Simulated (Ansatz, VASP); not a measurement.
SiO2 in VASP and in Ansatz

The input INCAR:

```
SYSTEM = SiO2
PREC = Accurate
ENCUT = 520
EDIFF = 1E-6
ISMEAR = -1
SIGMA = 0.03
LREAL = .FALSE.
LASPH = .TRUE.
NELM = 60
ALGO = Normal
ISIF = 2
LWAVE = .FALSE.
LCHARG = .TRUE.
GGA = PS
LELF = .TRUE.
LVHAR = .TRUE.
NBANDS = 25
```

KPOINTS

```
regular mesh
0
G
  7 7 7
  0 0 0
```

POSCAR

```
SiO2
1.0
   -2.3740500000      2.3740500000      3.7814400000
    2.3740500000     -2.3740500000      3.7814400000
    2.3740500000      2.3740500000     -3.7814400000
Si O
2 4
Direct
    0.0000000000      0.0000000000      0.0000000000
    0.7500000000      0.2500000000      0.5000000000
    0.9983800000      0.6250000000      0.8733800000
    0.3750000000      0.2483800000      0.3733800000
    0.7516200000      0.1250000000      0.1266200000
    0.8750000000      0.0016200000      0.6266200000
```

Input for Ansatz:

```yaml
crystal:
  lattice:
    - [-2.37405, 2.37405, 3.78144]
    - [2.37405, -2.37405, 3.78144]
    - [2.37405, 2.37405, -3.78144]
  atoms:
    - { symbol: Si, position: [0.0, 0.0, 0.0] }
    - { symbol: Si, position: [0.75, 0.25, 0.5] }
    - { symbol: O, position: [0.99838, 0.625, 0.87338] }
    - { symbol: O, position: [0.375, 0.24838, 0.37338] }
    - { symbol: O, position: [0.75162, 0.125, 0.12662] }
    - { symbol: O, position: [0.875, 0.00162, 0.62662] }
kpoints:
  mp_grid: { grid: [7, 7, 7] }
  band_path:
    path:
      - [0.0, 0.0, 0.0]
      - [0.0, 0.0, 0.5]
      - [0.25, 0.25, 0.25]
      - [0.0, 0.5, 0.0]
      - [0.0, 0.0, 0.0]
      - [0.5, 0.5, -0.5]
      - [0.3485383541, 0.6514616459, -0.3485383541]
      - [-0.3485383541, 0.3485383541, 0.3485383541]
      - [0.0, 0.0, 0.0]
    npoints: 5
scf:
  occupations: { method: fermi_dirac, width: 0.03 }
hamiltonian:
  xc: pbesol
  pseudopotentials: { kind: all_electron, lapw: { basis_error: 0.001 } }
output:
  forces: true
  stress: true
  eigenvalues: true
```

Change from the starting cell: zz strain of +1 %.

Alike in both runs: task single point; functional PBEsol; k mesh 7 × 7 × 7; occupations fermi-dirac, width 0.03 eV; no spin polarisation.

```csv
,VASP,Ansatz
version,VASP 6.6.1,Ansatz 0.2.0
potentials or method,"VASP PAW PBE potentials, release 64 (Si, O)","all-electron LAPW, scalar-relativistic"
plane-wave cutoff (eV),520,see its input
```

|  | VASP | Ansatz | Ansatz less VASP |
| --- | --- | --- | --- |
| gap on the k mesh at the Fermi level (eV) | 5.89 | 5.90 | +0.011 |
| pressure (GPa) | -0.1 | -0.7 | -0.61 |
| largest component of the traceless stress (GPa) | 1.72 | 1.80 | +0.085 |
| rms of the force components (eV/Å) | 0.042 | 0.059 | +0.0171 |

Atom by atom the forces differ by 0.017 eV/Å (rms over components). Ansatz ran all-electron here, so the differences hold the error of VASP's frozen core and of both bases.

Caveats: the PAW data sets were made with another functional, which shifts forces and pressure a little (VASP); an odd mesh through Γ misses points on the zone boundary, where band edges often lie.
